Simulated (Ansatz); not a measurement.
CoPt:
```xyz
2
Lattice="2.6583 0.0000 0.0000 0.0000 2.6583 0.0000 0.0000 0.0000 3.6630" Properties=species:S:1:pos:R:3 pbc="T T T"
Co     0.0000     0.0000     0.0000
Pt     1.3291     1.3291     1.8315
```
The run is spin-polarised; directions of the spins, atom by atom: ↑ ↑.

Relaxed with DFT-PBEsol in the program Ansatz with PAW potentials. Indices refer to the conventional cell of P4/mmm, a = b = 2.6583 Å, c = 3.6630 Å, α = β = γ = 90.00°.

**Question.** Simulate the powder diffraction pattern (Fe Kα, λ = 1.93735 Å; lines above 1 %) up to 2θ = 90°.

**Answer.** Simulated powder pattern, Fe Kα, λ = 1.93735 Å (kinematic, ideal powder, no thermal factors, no anomalous dispersion; the 30 strongest lines at most, above 1 %, up to 2θ = 90°):

```tsv
2θ (°)	d (Å)	I/Imax (%)	hkl
30.67	3.663	28	(001)
42.74	2.658	25	(100)
53.52	2.151	100	(101)
62.04	1.880	33	(110)
63.86	1.831	15	(002)
70.79	1.672	13	(111)
79.92	1.508	9.8	(102)
```

Symmetry was held in the PBEsol relaxation. The final state is ferromagnetic, chosen from 5 collinear starts compared on coarse meshes (ties went to the first, and starts can fall back to one state), not a proven ground state. Textbook magnetic order: ferromagnetic. Axis ratios of metals converge slowly with the k-mesh, so a and c are less sure than the volume. Spin–orbit coupling is left out wherever it is not named.

Potentials: the earlier of the program's two PAW sets. The files were generated under PBE; for other functionals the program regenerates the frozen cores, and for LDA and PBEsol the local potential too.
